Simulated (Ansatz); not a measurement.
**Mg2Si (Fm-3m): how far a G0W0 gap depends on its settings**

Aim: test how the G0W0 gap of Mg2Si in the database structure moves with the number of bands, the screening cutoff and the other choices.

The runs shown are made with Ansatz 0.2.0. G0W0, plane waves. Computed at 0 K without zero-point motion; spin polarisation is off.

## (1) Starting point

The cell was relaxed beforehand with r2SCAN.

The symmetry is Fm-3m (No. 225, cubic); conventional cell a = 6.338 Å, 21.22 Å³ an atom. Around Mg lie 4 Si at 2.74 Å; around Si lie 8 Mg at 2.74 Å.

The structure in full:

```cif
data_structure
_symmetry_space_group_name_H-M 'Fm-3m'
_symmetry_Int_Tables_number 225
_cell_length_a 6.3379
_cell_length_b 6.3379
_cell_length_c 6.3379
_cell_angle_alpha 90.000
_cell_angle_beta 90.000
_cell_angle_gamma 90.000
_cell_volume 254.59
loop_
_atom_site_label
_atom_site_type_symbol
_atom_site_symmetry_multiplicity
_atom_site_Wyckoff_symbol
_atom_site_fract_x
_atom_site_fract_y
_atom_site_fract_z
_atom_site_occupancy
Mg1 Mg 8 c 0.25000 0.75000 0.75000 1
Si1 Si 4 a 0.00000 0.00000 0.00000 1
```

## (2) 189 empty bands, 120 eV

The input, input.yaml:

```yaml
crystal:
  lattice:
    - [0.0, 3.1689705494, 3.1689705494]
    - [3.1689705494, 0.0, 3.1689705494]
    - [3.1689705494, 3.1689705494, 0.0]
  atoms:
    - { symbol: Mg, position: [0.25, 0.25, 0.25] }
    - { symbol: Mg, position: [0.75, 0.75, 0.75] }
    - { symbol: Si, position: [0.0, 0.0, 0.0] }
kpoints:
  mp_grid: { grid: [6, 6, 6] }
hamiltonian:
  xc: pbe
scf:
  occupations: { method: fixed }
gw:
  n_empty_bands: 189
  ecut_chi: 120
  qp_bands: [v2, c2]
  qp_kpoints: band_edges
  screening: { model: contour_deformation }
```

## (3) 471 empty bands, 220 eV

input.yaml, as its differences from that of step 2:

```diff
@@ -16,4 +16,4 @@
 gw:
-  n_empty_bands: 189
-  ecut_chi: 120
+  n_empty_bands: 471
+  ecut_chi: 220
   qp_bands: [v2, c2]
```

## (4) 866 empty bands, 300 eV

input.yaml, as its differences from that of step 3:

```diff
@@ -16,4 +16,4 @@
 gw:
-  n_empty_bands: 471
-  ecut_chi: 220
+  n_empty_bands: 866
+  ecut_chi: 300
   qp_bands: [v2, c2]
```

## (5) Starting from HSE06

input.yaml, as its differences from that of step 4:

```diff
@@ -12,3 +12,3 @@
 hamiltonian:
-  xc: pbe
+  xc: hse06
 scf:
@@ -16,4 +16,4 @@
 gw:
-  n_empty_bands: 866
-  ecut_chi: 300
+  n_empty_bands: 471
+  ecut_chi: 220
   qp_bands: [v2, c2]
```

## (6) Starting from r2SCAN

input.yaml, as its differences from that of step 5:

```diff
@@ -12,3 +12,3 @@
 hamiltonian:
-  xc: hse06
+  xc: r2scan
 scf:
```

## (7) Starting from PBE0

input.yaml, as its differences from that of step 6:

```diff
@@ -12,3 +12,3 @@
 hamiltonian:
-  xc: r2scan
+  xc: pbe0
 scf:
```

## (8) A plasmon pole in place of the full frequency dependence

input.yaml, as its differences from that of step 7:

```diff
@@ -12,3 +12,3 @@
 hamiltonian:
-  xc: pbe0
+  xc: pbe
 scf:
@@ -20,2 +20,2 @@
   qp_kpoints: band_edges
-  screening: { model: contour_deformation }
+  screening: { model: godby_needs }
```

## (9) A finer mesh, 8×8×8

input.yaml, as its differences from that of step 8:

```diff
@@ -10,3 +10,3 @@
 kpoints:
-  mp_grid: { grid: [6, 6, 6] }
+  mp_grid: { grid: [8, 8, 8] }
 hamiltonian:
@@ -16,6 +16,6 @@
 gw:
-  n_empty_bands: 471
-  ecut_chi: 220
+  n_empty_bands: 103
+  ecut_chi: 80
   qp_bands: [v2, c2]
   qp_kpoints: band_edges
-  screening: { model: godby_needs }
+  screening: { model: contour_deformation }
```

## (10) Norm-conserving pseudopotentials

input.yaml, as its differences from that of step 9:

```diff
@@ -10,5 +10,6 @@
 kpoints:
-  mp_grid: { grid: [8, 8, 8] }
+  mp_grid: { grid: [6, 6, 6] }
 hamiltonian:
   xc: pbe
+  pseudopotentials: { kind: nc }
 scf:
@@ -16,4 +17,4 @@
 gw:
-  n_empty_bands: 103
-  ecut_chi: 80
+  n_empty_bands: 471
+  ecut_chi: 220
   qp_bands: [v2, c2]
```

**Question.** What will these runs give? Wanted: for each run, start; potentials; frequencies; empty bands; cutoff; Kohn-Sham gap; G0W0 gap.

**Answer**, as computed:

```
 start  potentials  frequencies  empty bands  cutoff (eV)   mesh  Kohn-Sham gap (eV)  G0W0 gap (eV)
   PBE         PAW         full          189          120  6×6×6                0.20           0.53
   PBE         PAW         full          471          220  6×6×6                0.20           0.58
   PBE         PAW         full          866          300  6×6×6                0.20           0.59
 HSE06         PAW         full          471          220  6×6×6                0.56           0.75
r2SCAN         PAW         full          471          220  6×6×6                0.44           0.70
  PBE0         PAW         full          471          220  6×6×6                1.17           0.90
   PBE         PAW         pole          471          220  6×6×6                0.20           0.54
   PBE         PAW         full          103           80  8×8×8                0.20           0.47
   PBE          NC         full          471          220  6×6×6                0.20           0.57
```

Gaps are those on each run's own mesh.

With bands and cutoff raised together, from 189 bands at 120 eV to 866 at 300 eV, the gap moves by +0.06 eV, and on the last rung by +0.01 eV; extrapolated in 1/N from the last two rungs, the limit on this k mesh would lie near 0.6 eV. The starting point matters: against PBE, HSE06 gives +0.18 eV, r2SCAN gives +0.12 eV, PBE0 gives +0.32 eV. The plasmon pole changes the gap by -0.037 eV. Norm-conserving potentials change it by -0.004 eV.
